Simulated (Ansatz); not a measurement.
# TiO2 (Anatase): the cost of one run

The runs shown are made with Ansatz 0.2.0. PAW datasets, plane waves. The values are computed, spin-unpolarised, and not measurements.

**1. The cell**

The unstrained cell was relaxed with r2SCAN; in each strained cell the atoms were relaxed again with r2SCAN. Names of k-points are those of the unstrained zone, where strain can split equivalent points. First state: no strain.

The symmetry is I4_1/amd (No. 141, tetragonal); a = 3.778 Å, c = 9.583 Å in the conventional setting, 11.40 Å³ an atom. Ti has 6 O at 1.93–1.99 Å; O has 3 Ti at 1.93–1.99 Å.

Coordinates:

```xyz
6
Lattice="-1.8889 1.8889 4.7917 1.8889 -1.8889 4.7917 1.8889 1.8889 -4.7917" Properties=species:S:1:pos:R:3 pbc="T T T"
Ti    0.0000    0.0000    0.0000
Ti    0.0000    1.8889    2.3959
O     0.0000    0.0000    1.9865
O     0.0000    1.8889    4.3824
O     0.0000    1.8889    0.4094
O     0.0000    0.0000    7.5969
```

**2. No strain: PBE**

Contents of input.yaml:

```yaml
crystal:
  lattice:
    - [-1.8888993383, 1.8888993383, 4.7917223664]
    - [1.8888993383, -1.8888993383, 4.7917223664]
    - [1.8888993383, 1.8888993383, -4.7917223664]
  atoms:
    - { symbol: Ti, position: [0.0, 0.0, 0.0] }
    - { symbol: Ti, position: [0.75, 0.25, 0.5] }
    - { symbol: O, position: [0.2072852706, 0.2072852706, 0.0] }
    - { symbol: O, position: [0.9572852706, 0.4572852706, 0.5] }
    - { symbol: O, position: [0.5427147294, 0.0427147294, 0.5] }
    - { symbol: O, position: [0.7927147294, 0.7927147294, 0.0] }
kpoints:
  mp_grid: { grid: [10, 10, 10] }
  band_path:
    path:
      - [0.0, 0.0, 0.0]
      - [0.0, 0.0, 0.5]
      - [0.25, 0.25, 0.25]
      - [0.0, 0.5, 0.0]
      - [0.5, 0.5, -0.5]
      - [0.288848508, 0.711151492, -0.288848508]
      - [-0.288848508, 0.288848508, 0.288848508]
      - [-0.0776970159, 0.0776970159, 0.5]
      - [0.5, 0.5, -0.0776970159]
      - [0.3, 0.3, -0.3]
      - [0.0, 0.0, 0.4375]
    npoints: 1
hamiltonian:
  xc: pbe
scf:
  occupations: { method: fermi_dirac, width: 0.02 }
  n_extra_bands: 5
output:
  forces: true
  stress: true
  eigenvalues: true
```

The run is started by

```bash
$ ansatz run input.yaml --threads 4 --pin off --max-ram 4608MiB --backend cpu --events-out ev --progress --plain --runs-dir out
```

**Question.** How long does this run take on 4 threads of Intel Xeon at 2.50GHz (Skylake/Cascade Lake), shared host, and how much memory does it need?

About 22 s, with a peak of 0.48 GiB.
